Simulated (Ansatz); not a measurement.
## Zn on several prototypes: a ranking of structure types by relaxed energy, step by step

Computed with Ansatz's Python interface.

Notebook, run cell by cell (the value of a cell's last expression is shown):

```python
import ansatz as az
import numpy as np
import spglib
```

```python
def fcc(A, a):
    return (
        az.Lattice.fcc(a)
        .space_group(225)
        .atom(A, (0, 0, 0))
        .primitive()
    )
```

```python
def bcc(first, a):
    return (
        az.Lattice.bcc(a)
        .space_group(229)
        .atom(first, (0, 0, 0))
        .primitive()
    )
```

```python
def hcp(first, a):
    return (
        az.Lattice.from_parameters(a, a, 1.633 * a, alpha=90, beta=90, gamma=120)
        .space_group(194)
        .atom(first, (1 / 3, 2 / 3, 0.25))
    )
```

```python
def solve(name, crystal, relax=True):
    calc = (
        crystal.calculation()
        .functional("pbe")
        .basis(460)
        .kpoints(spacing=0.14)
        .occupations("cold", width=0.05)
        .stress()
        .band_table()
    )
    if relax:
        calc = calc.relax(force_tolerance=0.03, cell=True)
    return calc.run(threads=1)
```

```python
def bulk_modulus(name, outcome, step=0.015):
    # B = -V dP/dV from the pressures of two uniformly scaled cells, atoms held at their fractions
    pressure = []
    for factor in (1 - step, 1.0, 1 + step):
        cell = az.Crystal(lattice=az.Lattice.of(outcome.lattice.cell_ang * factor ** (1 / 3)))
        for site in outcome.report["lattice"]["sites"]:
            cell = cell.atom(site["symbol"], site["position_frac"])
        pressure.append(np.trace(solve(name, cell, relax=False).report["stress_gpa"]) / 3)
    slope, bend = (pressure[0] - pressure[2]) / (2 * step), abs(pressure[0] + pressure[2] - 2 * pressure[1])
    # a jump of mesh or basis between the cells shows as a kink: no modulus then
    return float(slope) if bend < 12 * step**2 * abs(slope) + 0.15 and abs(pressure[1]) < 1.5 else float("nan")
```

```python
def space_group(outcome):
    sites = outcome.report["lattice"]["sites"]
    kinds = sorted({site["symbol"] for site in sites})
    cell = (outcome.lattice.cell_ang, [site["position_frac"] for site in sites], [kinds.index(site["symbol"]) for site in sites])
    return spglib.get_spacegroup(cell, symprec=0.01)


def pressure_gpa(outcome):
    return float(np.trace(outcome.report["stress_gpa"]) / 3)
```

```python
# starting lattice constants are rough guesses; the relaxation finds the rest
phases = {}
phases["fcc"] = fcc("Zn", 3.94)
phases["bcc"] = bcc("Zn", 3.13)
phases["hcp"] = hcp("Zn", 2.79)
```

```python
done = {}
for name, crystal in phases.items():
    try:
        done[name] = solve(name, crystal)
    except az.NonConvergedError as error:
        print(name, "did not converge:", str(error)[:120])
```

```python
energy = {name: o.report["energy_sigma0_ev"] / len(o.lattice.sites) for name, o in done.items()}
lowest = min(energy.values())
rows = [(name, len(o.lattice.sites), 1000 * (energy[name] - lowest), space_group(o), pressure_gpa(o), bulk_modulus(name, o)) for name, o in done.items()]
rows.sort(key=lambda row: row[2])
print("| phase | atoms | dE (meV/atom) | space group | P (GPa) | B (GPa) |")
print("| --- | --- | --- | --- | --- | --- |")
for row in rows:
    print(f"| {row[0]} | {row[1]:d} | {row[2]:.1f} | {row[3]} | {row[4]:.2f} | {row[5]:.0f} |")
print("order:", " < ".join(row[0] for row in rows))
```

    | phase | atoms | dE (meV/atom) | space group | P (GPa) | B (GPa) |
    | --- | --- | --- | --- | --- | --- |
    | hcp | 2 | 0.0 | P6_3/mmc (194) | -0.00 | 75 |
    | fcc | 1 | 21.2 | Fm-3m (225) | 0.00 | 72 |
    | bcc | 1 | 86.8 | Im-3m (229) | 0.04 | 64 |
    order: hcp < fcc < bcc

By space group at the end of each run: P6_3/mmc (+0 meV an atom, 15.1 Å³), Fm-3m (+21 meV an atom, 15.2 Å³) and Im-3m (+87 meV an atom, 15.3 Å³).

Caveats:
- Pressure is positive in compression.
- The cells are built on prototypes, so most aren't the phase found in nature. Rows bear the name of their start, and a relaxation keeps or raises the symmetry. Differences under 10 to 15 meV an atom lie within the error of mesh and functional.
- Wall time of the script: 2.5 min on 1 thread of Arm Neoverse V1, on a shared host, peak memory 0.52 GiB.
